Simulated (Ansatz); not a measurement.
**Ti: equation of state with LDA**

Crystal: Ti.

```
CELL_PARAMETERS angstrom
2.95000 0.00000 0.00000
-1.47500 2.55477 0.00000
0.00000 0.00000 4.68000
ATOMIC_POSITIONS crystal
Ti 0.66667 0.33333 0.75000
Ti 0.33333 0.66667 0.25000
```

| Item | Value |
| --- | --- |
| Program | Ansatz 0.2.0 |
| Task | equation of state |
| Functional | LDA |
| Potentials or basis | Ansatz PAW |
| Cutoff | 420 eV |
| Density cutoff | 1680 eV |
| k mesh | 10 × 10 × 6 |
| Occupations | fermi-dirac, width 0.05 eV |
| Spin | no spin polarisation |

```json
{
 "Equilibrium volume": "16.09 Å³/atom (rough: see the caveat)",
 "Bulk modulus at fixed shape and positions": "126 GPa (rough)"
}
```

Energy against volume, from the lowest point:
| volume (Å³/atom) | energy (meV/atom) |
| --- | --- |
| 16.577 | 0.00 |
| 16.930 | 10.36 |
| 17.283 | 25.52 |
| 17.636 | 45.04 |
| 17.988 | 68.51 |
| 18.341 | 95.57 |
| 18.694 | 125.85 |

All runs of the series together: 4.6 s on 2 threads of Intel(R) Xeon(R) 6975P-C (Granite Rapids), with other jobs on the host.

Caveat: the minimum lies outside the volumes run; the cell was scaled at fixed shape and fractional positions, which overstates the stiffness of a crystal with free parameters, most of all of layers and chains.
